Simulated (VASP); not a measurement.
Write the native input for VASP 6.6.1 that does the following.

```yaml
Task: single point
Functional: PBE
Potentials_or_basis: VASP PAW PBE potentials, release 64 (Pt, S)
Cutoff: 520 eV
k_mesh: 9 × 9 × 5
Occupations: gaussian, width 0.012 eV
Spin: no spin polarisation
Further_INCAR_settings: ALGO = Normal; EDIFF = 1e-06
```

The structure of PtS2 lies in POSCAR:

```
PtS2
1.0
    3.5432000000      0.0000000000      0.0000000000
   -1.7716000000      3.0685012107      0.0000000000
    0.0000000000      0.0000000000      5.0388000000
Pt S
1 2
Direct
    0.0000000000      0.0000000000      0.0000000000
    0.6666666667      0.3333333333      0.7730000000
    0.3333333333      0.6666666667      0.2270000000
```

The input as run:

INCAR

```
  PREC = Accurate
  ENCUT = 520
  EDIFF = 1E-6
  ISMEAR = 0
  SIGMA = 0.012
  LREAL = False
  LASPH = True
  NELM = 100
  ALGO = Normal
  ISIF = 2
  LWAVE = False
  LCHARG = False
  GGA = PE
```

KPOINTS

```
regular mesh
0
Gamma
  9 9 5
```

Potentials or basis: VASP PAW PBE potentials, release 64 (Pt, S).

Run with:

```console
$ cat potpaw_PBE.64/Pt/POTCAR potpaw_PBE.64/S/POTCAR > POTCAR
$ mpirun -np 1 vasp_std > vasp.out
```

Results of the run:

| Property | Result |
| --- | --- |
| Pressure | 11.1 GPa |
| Largest force | 1.213 eV/Å |
| Band gap on the k mesh | 1.03 eV, indirect (least direct gap 1.08 eV) |

Caveat: spin-orbit coupling is left out, which moves the levels of the heavy elements; an odd mesh through Γ misses points on the zone boundary, where band edges often lie; forces of over 1 eV/Å show positions far from the minimum, so gaps and moduli don't describe the material at rest.

It took 15 s on 1 thread of Intel(R) Xeon(R) 6975P-C (Granite Rapids), on a shared host, peak memory 0.2 GiB.
